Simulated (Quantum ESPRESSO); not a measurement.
The system is VO2.

```
CELL_PARAMETERS angstrom
4.50720 0.00000 0.00000
0.00000 4.50720 0.00000
0.00000 0.00000 3.04445
ATOMIC_POSITIONS crystal
V 0.50000 0.50000 0.50000
V 0.00000 0.00000 0.00000
O 0.20036 0.79964 0.50000
O 0.79964 0.20036 0.50000
O 0.70036 0.70036 0.00000
O 0.29964 0.29964 0.00000
```

The cell is a database's computed one.

* Program: Quantum ESPRESSO 7.5
* Task: relaxation of cell and atoms
* Functional: RPBE
* Dispersion: D4
* Potentials or basis: PseudoDojo 0.4.1 SR PBE standard
* Cutoff: 1143 eV
* Density cutoff: 4572 eV
* k mesh: 3 × 3 × 5
* Occupations: fermi-dirac, width 0.05 eV
* Spin: collinear spin, ferromagnetic start
* Starting moments: [2.0, 2.0, 0.0, 0.0, 0.0, 0.0] μB

At the start: pressure -13.7 GPa; volume 10.31 Å³/atom.

Task: How do energy, volume and symmetry change on relaxing?

Result: Over 11 steps the energy falls by 60.6 meV/atom and the volume is 9.68 Å³/atom (-6.1 %); space group P4_2/mnm (No. 136, to 0.05 Å); moment 2.00 μB per cell.

The path:
```csv
step,energy change (eV),largest force (eV/Å),pressure (GPa),volume (Å³)
1,0.0000,0.2321,-13.69,61.85
2,-0.0435,0.1795,-12.53,61.46
3,-0.2494,0.3891,0.00,58.14
4,-0.2644,0.3769,1.48,57.79
5,-0.3110,0.0554,5.08,56.84
6,-0.3223,0.1091,4.18,56.98
7,-0.3341,0.2374,2.32,57.35
8,-0.3457,0.2677,0.65,57.73
9,-0.3579,0.1940,-0.64,58.09
10,-0.3629,0.0713,-0.53,58.15
11,-0.3636,0.0031,-0.11,58.09
```

Final structure:
```
V O
1.0
     4.53316    0.00000    0.00000
     0.00000    4.53316    0.00000
     0.00000    0.00000    2.82700
V O
2 4
Direct
  0.50000 0.50000 0.50000
  0.00000 0.00000 0.00000
  0.20101 0.79899 0.50000
  0.79899 0.20101 0.50000
  0.70101 0.70101 0.00000
  0.29899 0.29899 0.00000
```

Caveat: the k mesh is coarse (spacing up to 0.46 Å⁻¹), so the values aren't converged; the potentials were made for another functional, which shifts forces and pressure; pairwise dispersion overbinds metals, which lowers pressure and volume.
